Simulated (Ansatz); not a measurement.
Relaxed AlSb (zinc blende):

```
CELL_PARAMETERS angstrom
      0.00000     6.22551     6.22551
      3.11275     0.00000     3.11275
      3.11275     3.11275     0.00000
ATOMIC_POSITIONS crystal
  Sb 0.37500 0.75000 0.75000
  Sb 0.87500 0.75000 0.75000
  Al 0.00000 0.00000 0.00000
  Al 0.50000 0.00000 0.00000
```

The atoms are displaced by Q × the pattern below (from a DFPT mode at L = (0.5, 0.0, 0.0), largest move 1; Q in Å), at fixed cell. It is one choice among 2 degenerate patterns. (q is in reciprocal vectors of the primitive cell; the cell shown is doubled to hold the pattern.)

```json
[
 {"atom": "Sb1", "x": "-0.061", "y": "0.112", "z": "-0.173"},
 {"atom": "Sb2", "x": "0.061", "y": "-0.112", "z": "0.173"},
 {"atom": "Al3", "x": "-0.285", "y": "0.520", "z": "-0.805"},
 {"atom": "Al4", "x": "0.285", "y": "-0.520", "z": "0.805"}
]
```

Method: PBE (plane waves to 420 eV, PAW, scalar-relativistic; Ansatz, a first-principles code). k mesh 13×13×13 (Γ-centred), Fermi-Dirac smearing 0.05 eV. E stands for the smeared free energy. AlSb was relaxed with its symmetry unable to fall. Spin-orbit coupling is left out, though Sb is heavy. ΔE is measured from the undisplaced structure.

### Question
What ΔE (eV/cell) does the calculation give at Q (Å) = -0.150, -0.090, 0.030, 0.090, 0.180?

### Answer
```
Q (Å)   ΔE (eV/cell)
------  ------------
-0.150         0.232
-0.090         0.083
0.030          0.009
0.090          0.083
0.180          0.335
```

(A displaced cell: forces are minus the slopes of the energy, force constants its curvatures, and phonons follow from these.)
